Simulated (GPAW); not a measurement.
# Ru (P6_3/mmc) in GPAW: settings compared

Aim: see how the results for Ru move with the level of theory and the settings. Levels: BLYP, PBE. Tasks: relaxation of cell and atoms, single point.

All numbers are computed with GPAW 26.7.0; they aren't measurements. Logs are shortened: lines on timing, memory, paths and dates and some standing lists are left out, and cuts for length are marked. The log counts tension as positive stress, the text compression.

**1. Starting point**

Symmetry: P6_3/mmc, No. 194, hexagonal system. Conventional cell: a = 2.706 Å, b = 2.706 Å, c = 4.282 Å, α = 90.00°, β = 90.00°, γ = 120.00°. Around Ru (site symmetry -6m2) lie 12 Ru at 2.65 to 2.71 Å.

**2. Relaxation of cell and atoms, BLYP**

run.py

```python
from ase.filters import FrechetCellFilter
from ase.io import read, write
from ase.optimize import BFGS
from gpaw import GPAW, PW, setup_paths

setup_paths.insert(0, '.')

atoms = read('POSCAR')

calc = GPAW(mode=PW(600),
            xc='BLYP',
            kpts={'size': (11, 11, 6), 'gamma': True},
            occupations={'name': 'fermi-dirac', 'width': 0.05},
            nbands=29,
            convergence={'density': 1e-05, 'forces': 0.0001},
            eigensolver='davidson',
            maxiter=150,
            txt='gpaw.txt')
atoms.calc = calc
opt = BFGS(FrechetCellFilter(atoms), trajectory='relax.traj', logfile='-')
done = opt.run(fmax=0.02, steps=60)
calc.write('gs.gpw')
write('result.traj', atoms)
print('Converged:', done)
print('Cell:', atoms.cell.cellpar().round(4))
print('Volume:', round(atoms.get_volume(), 4))
print(atoms.get_scaled_positions().round(5))
```

POSCAR

```
Ru
1.0
    2.7058000000      0.0000000000      0.0000000000
   -1.3529000000      2.3432915376      0.0000000000
    0.0000000000      0.0000000000      4.2819000000
Ru
2
Direct
    0.6666666667      0.3333333333      0.7500000000
    0.3333333333      0.6666666667      0.2500000000
```

Potentials or basis: PAW data sets generated in the run's folder for this functional, pw.

Launch:

```bash
$ gpaw-setup -f BLYP Ru
$ OMP_NUM_THREADS=1 python run.py
```

gpaw.txt:

```text
__  _  _
 | _ |_)|_||  |
 |__||  | ||/\| - 26.7.0

Input parameters:
  mode=PW(ecut=600.0),
  convergence={'density': 1e-05, 'forces': 0.0001},
  eigensolver=Davidson(niter=2),
  kpts=MonkhorstPack(size=(11, 11, 6), gamma=True),
  maxiter=150,
  nbands=29,
  occupations=Occupations(name='fermi-dirac', width=0.05),
  xc=XC(name='BLYP')

Diagonalizing LCAO Hamiltonian
Converting LCAO to pw mode

          Ru

        Ru

Atoms  # Å, Bohr magnetons
|   | symbol |         x |        y |        z |    initial magnetic moments |
|---|--------|-----------|----------|----------|-----------------------------|
| 0 |     Ru |  1.352900 | 0.781097 | 3.211425 | ( 0.0000,  0.0000,  0.0000) |
| 1 |     Ru | -0.000000 | 1.562194 | 1.070475 | ( 0.0000,  0.0000,  0.0000) |

Unit cell  # Å
| periodic |         x |        y |        z |  lengths |     angles |
|----------|-----------|----------|----------|----------|------------|
|      yes |  2.705800 | 0.000000 | 0.000000 | 2.705800 |  90.000000 |
|      yes | -1.352900 | 2.343292 | 0.000000 | 2.705800 |  90.000000 |
|      yes |  0.000000 | 0.000000 | 4.281900 | 4.281900 | 120.000000 |

Number of symmetries: 12
Symmetry operations  # r_c * U_cc + t_c -> r_c
|    | kind |            matrix            |
|----|------|------------------------------|
|  0 |  σ   |  1, 1, 0,  0,-1, 0,  0, 0, 1 |
|  1 |  S6  |  1, 1, 0, -1, 0, 0,  0, 0,-1 |
|  2 |  E   |  1, 0, 0,  0, 1, 0,  0, 0, 1 |
|  3 |  C2  |  1, 0, 0, -1,-1, 0,  0, 0,-1 |
|  4 |  C2  |  0, 1, 0,  1, 0, 0,  0, 0,-1 |
|  5 |  C3  |  0, 1, 0, -1,-1, 0,  0, 0, 1 |
|  6 |  S6  |  0,-1, 0,  1, 1, 0,  0, 0,-1 |
|  7 |  σ   |  0,-1, 0, -1, 0, 0,  0, 0, 1 |
|  8 |  σ   | -1, 0, 0,  1, 1, 0,  0, 0, 1 |
|  9 |  i   | -1, 0, 0,  0,-1, 0,  0, 0,-1 |
| 10 |  C3  | -1,-1, 0,  1, 0, 0,  0, 0, 1 |
| 11 |  C2  | -1,-1, 0,  0, 1, 0,  0, 0,-1 |

BZ-sampling:
  Number of BZ points: 726
  Number of IBZ points: 84

  Monkhorst-Pack size: [11, 11, 6]
  Monkhorst-Pack shift: [0.0, 0.0, 0.08333333333333333]

K-points  # in reciprocal-cell coordinates
|     |                                coordinates |     weight |
|-----|--------------------------------------------|------------|
|   0 | (  0.00000000,   0.00000000,   0.00000000) | 0.00137741 |
|   1 | (  0.00000000,   0.00000000,   0.16666667) | 0.00275482 |
|   2 | (  0.00000000,   0.00000000,   0.33333333) | 0.00275482 |
|   3 | (  0.00000000,   0.00000000,   0.50000000) | 0.00137741 |
|   4 | (  0.09090909,   0.00000000,  -0.33333333) | 0.00826446 |
|   5 | (  0.09090909,   0.00000000,  -0.16666667) | 0.00826446 |
|   6 | (  0.09090909,   0.00000000,   0.00000000) | 0.00826446 |
|   7 | (  0.09090909,   0.00000000,   0.16666667) | 0.00826446 |
|   8 | (  0.09090909,   0.00000000,   0.33333333) | 0.00826446 |
|   9 | (  0.09090909,   0.00000000,   0.50000000) | 0.00826446 |
| ... |                                            |            |
|  83 | (  0.45454545,   0.45454545,   0.50000000) | 0.00826446 |

Plane wave coefficients: 935
Cutoff: 600.0 eV
[... 54 lines left out ...]
density mixing:
  MSR1-Mixer
  Pratt-step length: 0.05
  Maximum mixing coefficient: 0.75
  Old densities: 10
  SVD Regularization: 0.005
  Good broyden scale: 1.0
  Trust region scale: 1.0
  Backstep threshold: 4.0
  History deletion threshold: 6.0
  Fourier metric: weight=20.0, sigma=0.015

occupation numbers:
  Fermi-Dirac:
    width: 0.0500  # eV

poisson solver:
  ecut: 4800.0  # eV

xc functional:
  name: BLYP with 2 nearest neighbor stencil

convergence criteria:
- Maximum integral of absolute [dens]ity change: 1e-05 electrons / valence electron
- Maximum change in the atomic [forces] across last 2 cycles: 0.0001 eV/Ang OR
Maximum error relative to the maximum force is below inf
- Maximum [total energy] change in last 3 cyles: 0.0005 eV / valence electron
- Maximum integral of absolute [eigenst]ate change: 4e-08 eV^2 / valence electron
maximum number of iterations: 150

SCF iterations
|iter     | |      energy | eigst |  dens |force |
|---------|-|-------------|-------|-------|------|
|iter:   1| |  -17.640912 | +0.15 |       |      |
|iter:   2| |  -17.392415 | -1.99 | -1.15 |      |
|iter:   3| |  -16.410385 | -1.49 | -1.19 |      |
|iter:   4| |  -16.339202 | -3.03 | -1.82 |      |
|iter:   5| |  -16.334234 | -3.52 | -2.32 |      |
|iter:   6| |  -16.334303c| -4.81 | -3.36 |      |
|iter:   7| |  -16.334316c| -6.19 | -3.79 |      |
|iter:   8| |  -16.334317c| -7.53c| -4.59 |      |
|iter:   9| |  -16.334317c| -9.18c| -5.31c|      |
|iter:  10| |  -16.334317c|-10.24c| -5.65c|-3.31 |
|iter:  11| |  -16.334317c|-11.48c| -6.23c|-4.67c|

Converged in 11 steps
Energy contributions relative to reference atoms: (reference = -246520.391568)

Energy contributions:
  Kinetic:           8.477236
  Coulomb:         -13.740159
  Zero:             -0.531301
  External:          0.000000
  Xc:              -10.531724
  Entropy:          -0.016738
  Spinorbit:         0.000000
  ----------------------------
  Free energy:     -16.342686
  Extrapolated:    -16.334317

dipole moment: (0.000000, 0.000000, 0.000001)  # |e|*Ang

Fermi level: 13.880
Eigenvalues  # (at kpt = [0.000, 0.000, 0.000])
| band index |      eig [eV] | occ [0-2] |
|------------|---------------|-----------|
|          0 |       -59.133 |     2.000 |
|        ... |               |           |
|          9 |         7.875 |     2.000 |
|         10 |        11.361 |     2.000 |
|         11 |        11.361 |     2.000 |
|         12 |        11.527 |     2.000 |
|         13 |        12.024 |     2.000 |
|         14 |        12.024 |     2.000 |
[... 8 lines left out ...]
|         23 |        32.733 |     0.000 |
|         24 |        37.337 |     0.000 |
|        ... |               |           |
|         28 |        39.397 |     0.000 |
[... 626 lines left out ...]
Fermi level: 12.869
Eigenvalues  # (at kpt = [0.000, 0.000, 0.000])
| band index |      eig [eV] | occ [0-2] |
|------------|---------------|-----------|
|          0 |       -60.037 |     2.000 |
|        ... |               |           |
|          9 |         7.272 |     2.000 |
|         10 |        10.554 |     2.000 |
|         11 |        10.554 |     2.000 |
|         12 |        10.715 |     2.000 |
|         13 |        11.162 |     2.000 |
|         14 |        11.162 |     2.000 |
[... 8 lines left out ...]
|         23 |        31.503 |     0.000 |
|         24 |        35.440 |     0.000 |
|        ... |               |           |
|         28 |        37.902 |     0.000 |

No gap
No difference between direct/indirect transitions

Stress tensor  # eV/Ang^3
|         x |         y |        z |
|-----------|-----------|----------|
| -0.001375 | -0.000000 | 0.000000 |
| -0.000000 | -0.001375 | 0.000000 |
|  0.000000 |  0.000000 | 0.002712 |

Forces  # eV/Ang
|        x |        y |        z |
|----------|----------|----------|
|  0.00000 | -0.00000 |  0.00004 |  # Ru   0
| -0.00000 |  0.00000 | -0.00004 |  # Ru   1

Interpolating wave functions to new cell

          Ru

        Ru

Atoms  # Å, Bohr magnetons
|   | symbol |         x |        y |        z |    initial magnetic moments |
|---|--------|-----------|----------|----------|-----------------------------|
| 0 |     Ru |  1.379196 | 0.796279 | 3.266638 | ( 0.0000,  0.0000,  0.0000) |
| 1 |     Ru | -0.000000 | 1.592558 | 1.088877 | ( 0.0000,  0.0000,  0.0000) |

Unit cell  # Å
| periodic |         x |         y |         z |  lengths |     angles |
|----------|-----------|-----------|-----------|----------|------------|
|      yes |  2.758392 |  0.000000 | -0.000000 | 2.758392 |  90.000000 |
|      yes | -1.379196 |  2.388838 | -0.000000 | 2.758392 |  90.000000 |
|      yes | -0.000000 | -0.000000 |  4.355516 | 4.355516 | 120.000000 |

Number of symmetries: 12
Symmetry operations  # r_c * U_cc + t_c -> r_c
|    | kind |            matrix            |
|----|------|------------------------------|
|  0 |  σ   |  1, 1, 0,  0,-1, 0,  0, 0, 1 |
|  1 |  S6  |  1, 1, 0, -1, 0, 0,  0, 0,-1 |
|  2 |  E   |  1, 0, 0,  0, 1, 0,  0, 0, 1 |
|  3 |  C2  |  1, 0, 0, -1,-1, 0,  0, 0,-1 |
|  4 |  C2  |  0, 1, 0,  1, 0, 0,  0, 0,-1 |
|  5 |  C3  |  0, 1, 0, -1,-1, 0,  0, 0, 1 |
|  6 |  S6  |  0,-1, 0,  1, 1, 0,  0, 0,-1 |
|  7 |  σ   |  0,-1, 0, -1, 0, 0,  0, 0, 1 |
|  8 |  σ   | -1, 0, 0,  1, 1, 0,  0, 0, 1 |
|  9 |  i   | -1, 0, 0,  0,-1, 0,  0, 0,-1 |
| 10 |  C3  | -1,-1, 0,  1, 0, 0,  0, 0, 1 |
| 11 |  C2  | -1,-1, 0,  0, 1, 0,  0, 0,-1 |
[... 296 lines left out ...]
density mixing:
  MSR1-Mixer
  Pratt-step length: 0.05
  Maximum mixing coefficient: 0.75
  Old densities: 10
  SVD Regularization: 0.005
  Good broyden scale: 1.0
  Trust region scale: 1.0
  Backstep threshold: 4.0
  History deletion threshold: 6.0
  Fourier metric: weight=20.0, sigma=0.015

occupation numbers:
  Fermi-Dirac:
    width: 0.0500  # eV

poisson solver:
  ecut: 4800.0  # eV

xc functional:
  name: BLYP with 2 nearest neighbor stencil

convergence criteria:
- Maximum integral of absolute [dens]ity change: 1e-05 electrons / valence electron
- Maximum change in the atomic [forces] across last 2 cycles: 0.0001 eV/Ang OR
Maximum error relative to the maximum force is below inf
- Maximum [total energy] change in last 3 cyles: 0.0005 eV / valence electron
- Maximum integral of absolute [eigenst]ate change: 4e-08 eV^2 / valence electron
maximum number of iterations: 150

SCF iterations
|iter     | |      energy | eigst |  dens |force |
|---------|-|-------------|-------|-------|------|
|iter:   1| |  -16.414000 |       |       |      |
|iter:   2| |  -16.413999 | -5.48 | -3.42 |      |
|iter:   3| |  -16.413973c| -6.21 | -3.44 |      |
|iter:   4| |  -16.413973c| -7.45c| -3.98 |      |
|iter:   5| |  -16.413973c| -9.10c| -4.77 |      |
|iter:   6| |  -16.413973c|-10.06c| -5.42c|      |
|iter:   7| |  -16.413973c|-10.98c| -5.94c|-4.34c|

Converged in 7 steps
Energy contributions relative to reference atoms: (reference = -246520.391568)

Energy contributions:
  Kinetic:          -2.712778
  Coulomb:          -4.485002
  Zero:             -0.480746
  External:          0.000000
  Xc:               -8.726419
  Entropy:          -0.018058
  Spinorbit:         0.000000
  ----------------------------
  Free energy:     -16.423002
  Extrapolated:    -16.413973

dipole moment: (0.000000, 0.000000, 0.000001)  # |e|*Ang

Fermi level: 12.863
Eigenvalues  # (at kpt = [0.000, 0.000, 0.000])
| band index |      eig [eV] | occ [0-2] |
|------------|---------------|-----------|
|          0 |       -60.043 |     2.000 |
|        ... |               |           |
|          9 |         7.267 |     2.000 |
|         10 |        10.546 |     2.000 |
|         11 |        10.546 |     2.000 |
|         12 |        10.723 |     2.000 |
|         13 |        11.157 |     2.000 |
|         14 |        11.157 |     2.000 |
[... 8 lines left out ...]
|         23 |        31.499 |     0.000 |
|         24 |        35.407 |     0.000 |
|        ... |               |           |
|         28 |        37.887 |     0.000 |

No gap
No difference between direct/indirect transitions

Stress tensor  # eV/Ang^3
|        x |        y |        z |
|----------|----------|----------|
| 0.000366 | 0.000000 | 0.000000 |
| 0.000000 | 0.000366 | 0.000000 |
| 0.000000 | 0.000000 | 0.000853 |

Forces  # eV/Ang
|        x |        y |        z |
|----------|----------|----------|
|  0.00000 |  0.00000 | -0.00004 |  # Ru   0
| -0.00000 | -0.00000 |  0.00004 |  # Ru   1

# Writing to gs.gpw (mode='')
```

It took 2.3 min on 1 thread of Arm Neoverse V2, shared host; peak memory 0.27 GiB.

Results:

```
Free energy                            : -16.4230 eV
Relaxed volume                         : 14.35 Å³/atom
Relaxed cell                           : a = 2.759 Å, b = 2.759 Å, c = 4.353 Å, α = 90.00°, β = 90.00°, γ = 120.00°
Space group after relaxing (to 0.05 Å) : P6_3/mmc (No. 194)
Energy gained by relaxing              : 39.8 meV/atom
Ionic steps                            : 6
Pressure after relaxing                : -0.1 GPa
Band gap on the k mesh                 : none (metal or under the smearing width)
```

Step by step:
| step | energy change (eV) | largest force (eV/Å) | pressure (GPa) | volume (Å³) |
| --- | --- | --- | --- | --- |
| 1 | 0.0000 | 0.0000 | 16.81 | 27.15 |
| 2 | -0.0633 | 0.0000 | 6.96 | 27.99 |
| 3 | -0.0793 | 0.0000 | 0.49 | 28.64 |
| 4 | -0.0796 | 0.0000 | 0.00 | 28.69 |
| 5 | -0.0796 | 0.0000 | -0.10 | 28.70 |
| 6 | -0.0797 | 0.0000 | -0.08 | 28.70 |

Final structure:
```yaml
crystal:
  lattice:
    - [2.75935, 0.00000, 0.00000]
    - [-1.37968, 2.38967, 0.00000]
    - [0.00000, 0.00000, 4.35253]
  atoms:
    - { symbol: Ru, position: [0.66667, 0.33333, 0.75000] }
    - { symbol: Ru, position: [0.33333, 0.66667, 0.25000] }
```

Caveat: later steps reuse the first step's grids. BLYP gives volumes clearly too large for solids.

**3. Single point, PBE**

run.py

```python
from ase.dft.bandgap import bandgap
from ase.io import read, write
from ase.units import Bohr, GPa
from gpaw import GPAW, PW
from gpaw.elf import elf_from_dft_calculation

atoms = read('POSCAR')

calc = GPAW(mode=PW(600),
            xc='PBE',
            kpts={'size': (11, 11, 6), 'gamma': True},
            occupations={'name': 'methfessel-paxton', 'order': 0, 'width': 0.012},
            nbands=29,
            convergence={'density': 1e-05, 'energy': 1e-05},
            maxiter=150,
            txt='gpaw.txt')
atoms.calc = calc
energy = atoms.get_potential_energy()
forces = atoms.get_forces()
stress = atoms.get_stress()
calc.write('gs.gpw')
write('result.traj', atoms)
print(f'Energy: {energy:.6f} eV')
print('Forces (eV/A):')
print(forces.round(4))
print('Stress (GPa):', (stress / GPa).round(3))
print('Fermi level:', round(calc.get_fermi_level(), 4), 'eV')
print(f'Gap: {bandgap(calc)[0]:.4f} eV, direct: {bandgap(calc, direct=True)[0]:.4f} eV')

# fields on the real-space grid
write('density.cube', atoms, data=calc.get_pseudo_density() * Bohr**3)
write('potential.cube', atoms, data=calc.get_electrostatic_potential())
write('elf.cube', atoms, data=elf_from_dft_calculation(calc).data)
```

POSCAR is that of step 2.

Potentials or basis: GPAW PAW data sets (gpaw-data 1.2.1), pw.

Launch:

```bash
$ OMP_NUM_THREADS=1 python run.py
```

gpaw.txt:

```text
__  _  _
 | _ |_)|_||  |
 |__||  | ||/\| - 26.7.0

Input parameters:
  mode=PW(ecut=600.0),
  convergence={'density': 1e-05, 'energy': 1e-05},
  kpts=MonkhorstPack(size=(11, 11, 6), gamma=True),
  maxiter=150,
  nbands=29,
  occupations=Occupations(name='methfessel-paxton', order=0, width=0.012),
  xc=XC(name='PBE')

Diagonalizing LCAO Hamiltonian
Converting LCAO to pw mode

          Ru

        Ru

Atoms  # Å, Bohr magnetons
|   | symbol |         x |        y |        z |    initial magnetic moments |
|---|--------|-----------|----------|----------|-----------------------------|
| 0 |     Ru |  1.352900 | 0.781097 | 3.211425 | ( 0.0000,  0.0000,  0.0000) |
| 1 |     Ru | -0.000000 | 1.562194 | 1.070475 | ( 0.0000,  0.0000,  0.0000) |

Unit cell  # Å
| periodic |         x |        y |        z |  lengths |     angles |
|----------|-----------|----------|----------|----------|------------|
|      yes |  2.705800 | 0.000000 | 0.000000 | 2.705800 |  90.000000 |
|      yes | -1.352900 | 2.343292 | 0.000000 | 2.705800 |  90.000000 |
|      yes |  0.000000 | 0.000000 | 4.281900 | 4.281900 | 120.000000 |
[... 141 lines left out ...]

Energy contributions:
  Kinetic:          -5.003112
  Coulomb:          -2.288678
  Zero:             -0.350067
  External:          0.000000
  Xc:              -11.278924
  Entropy:          -0.000534
  Spinorbit:         0.000000
  ----------------------------
  Free energy:     -18.921315
  Extrapolated:    -18.921048

dipole moment: (0.000000, 0.000000, 0.000001)  # |e|*Ang

Fermi level: 13.383
Eigenvalues  # (at kpt = [0.000, 0.000, 0.000])
| band index |      eig [eV] | occ [0-2] |
|------------|---------------|-----------|
|          0 |       -59.684 |     2.000 |
|        ... |               |           |
|          9 |         7.290 |     2.000 |
|         10 |        10.854 |     2.000 |
|         11 |        10.854 |     2.000 |
|         12 |        11.027 |     2.000 |
|         13 |        11.530 |     2.000 |
|         14 |        11.530 |     2.000 |
[... 8 lines left out ...]
|         23 |        31.980 |     0.000 |
|         24 |        36.802 |     0.000 |
|        ... |               |           |
|         28 |        38.481 |     0.000 |

No gap
No difference between direct/indirect transitions

Forces  # eV/Ang
|        x |        y |        z |
|----------|----------|----------|
| -0.00000 |  0.00000 | -0.00025 |  # Ru   0
|  0.00000 | -0.00000 |  0.00025 |  # Ru   1

Stress tensor  # eV/Ang^3
|         x |         y |         z |
|-----------|-----------|-----------|
| -0.021372 | -0.000000 |  0.000000 |
| -0.000000 | -0.021372 | -0.000000 |
|  0.000000 | -0.000000 | -0.024067 |

# Writing to gs.gpw (mode='')
```

Wall time 28 s (1 thread of Arm Neoverse V2, shared host); peak memory 0.18 GiB.

What came out:

| Quantity | Value |
| --- | --- |
| Free energy | -18.9213 eV |
| Pressure | 3.6 GPa |
| Band gap on the k mesh | none (metal or under the smearing width) |

Stress tensor (GPa, compression positive):
```
3.42 0.00 0.00
0.00 3.42 0.00
0.00 0.00 3.86
```
